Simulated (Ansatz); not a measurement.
NiO2 in Ansatz: the effect of functional

The system is NiO2.

```
CELL_PARAMETERS angstrom
2.83561 0.00000 0.00000
-1.41781 2.45571 0.00000
0.00000 0.00000 4.67905
ATOMIC_POSITIONS crystal
Ni 0.00000 0.00000 0.50000
O 0.33333 0.66667 0.29396
O 0.66667 0.33333 0.70604
```

The cell comes from a database or a generator and needn't be the stable form of this composition.

The cell isn't the ideal one: volume scaled by 1.04.

Alike in all runs:

* Program: Ansatz 0.2.0
* Task: single point
* Potentials or basis: Ansatz PAW
* k mesh: 11 × 11 × 6
* Occupations: fermi-dirac, width 0.05 eV
* Spin: collinear spin, ferromagnetic start
* Starting moments: [1.0, 0.0, 0.0] μB

```tsv
functional	cutoff	gap on the mesh (eV)	pressure (GPa)	largest force (eV/Å)
LDA	420 eV (not typed: the program's choice for these potentials)	0.78	-17.4	1.33
PBEsol	420 eV (not typed: the program's choice for these potentials)	?	?	?
r2SCAN	500 eV (not typed: the program's choice for these potentials)	1.34	-12.1	0.91
```

Problem. What does the run with functional PBEsol give?

Solution. gap on the mesh 0.85 eV; pressure -11.1 GPa; largest force 0.95 eV/Å.

Caveats: odd divisions of the mesh miss points on the zone boundary, where band edges often lie, so the gap on the mesh can be too wide; the PAW data sets come from PBE, with cores solved anew for the run's functional, which leaves a small shift of forces and pressure; the starting moments weren't kept; forces of over 1 eV/Å show positions far from the minimum, so gaps and moduli don't describe the material at rest (some runs); the magnetic or orbital state may not be the lowest (some runs).

A k mesh can miss the band edges.

Runs at the PBE level aren't shown here.
